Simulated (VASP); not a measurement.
Input of a VASP 6.6.1 run:

Contents of INCAR:

```
PREC = Accurate ; ENCUT = 500
EDIFF = 1E-6 ; ISMEAR = 0
SIGMA = 0.02 ; LREAL = F
LASPH = T ; NELM = 60
ALGO = Normal ; ISIF = 2
LWAVE = F ; LCHARG = F
GGA = PE ; NBANDS = 21
```

The input KPOINTS:

```
regular mesh
0
Gamma
  4 4 4
```

File POSCAR:

```
Ge
1.0
   -2.4958980000      2.6508630000      1.4369470000
    2.4958980000     -2.6508630000      1.4369470000
    2.4958980000      2.6508630000     -1.4369470000
Ge
2
Direct
    0.3140570000      0.0640570000      0.2500000000
    0.6859430000      0.9359430000      0.7500000000
```

Potentials or basis: VASP PAW PBE potentials, release 64 (Ge_d_GW).

Command:

```console
$ cat potpaw_PBE.64/Ge_d_GW/POTCAR > POTCAR
$ mpirun -np 1 vasp_std > vasp.out
```

Problem. What does it give for the largest force?

Solution. 0.245 eV/Å.

Problem. Estimate the pressure.

Solution. -0.3 GPa.

Stress tensor (GPa, compression positive):
```
 1.56  0.00  0.00
 0.00 -4.20  0.00
 0.00  0.00  1.60
```

Caveat: the k mesh is coarse (spacing up to 0.63 Å⁻¹), so the values aren't converged.
